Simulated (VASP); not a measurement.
AlAs, 2 atoms in the cell. The structure is cubic, space group F-43m (No. 216). The conventional cell has a = 5.661 Å, b = 5.661 Å, c = 5.661 Å, α = 90.00°, β = 90.00°, γ = 90.00°. Al (site symmetry -43m) has 4 As at 2.45 Å as nearest neighbours. As (site symmetry -43m) is surrounded by 4 Al at 2.45 Å. 

```yaml
Program: VASP 6.6.1
Task: relaxation of cell and atoms
Functional: r2SCAN
Potentials_or_basis: VASP PAW PBE potentials, release 64 (Al, As)
Cutoff: 600 eV
k_mesh: 10 × 10 × 10
Occupations: gaussian, width 0.03 eV
Spin: no spin polarisation
Further_INCAR_settings: ALGO = Normal; EDIFF = 1e-06; IBRION = 2; EDIFFG = -0.01; NSW = 90; ISIF = 3
```

Potentials or basis: VASP PAW PBE potentials, release 64 (Al, As).

Run with:

```sh
$ cat potpaw_PBE.64/Al/POTCAR potpaw_PBE.64/As/POTCAR > POTCAR
$ mpirun -np 1 vasp_std > vasp.out
```

Hardware: 1 thread of Intel(R) Xeon(R) Platinum 8259CL CPU @ 2.50GHz (Skylake/Cascade Lake), with other jobs on the host.

Task: Estimate the wall time of this run.

Result: It took 110 s on 1 thread of Intel(R) Xeon(R) Platinum 8259CL CPU @ 2.50GHz (Skylake/Cascade Lake), with other jobs on the host, peak memory 0.2 GiB. Counts: scf iterations 29, k points 47, ion steps 3.
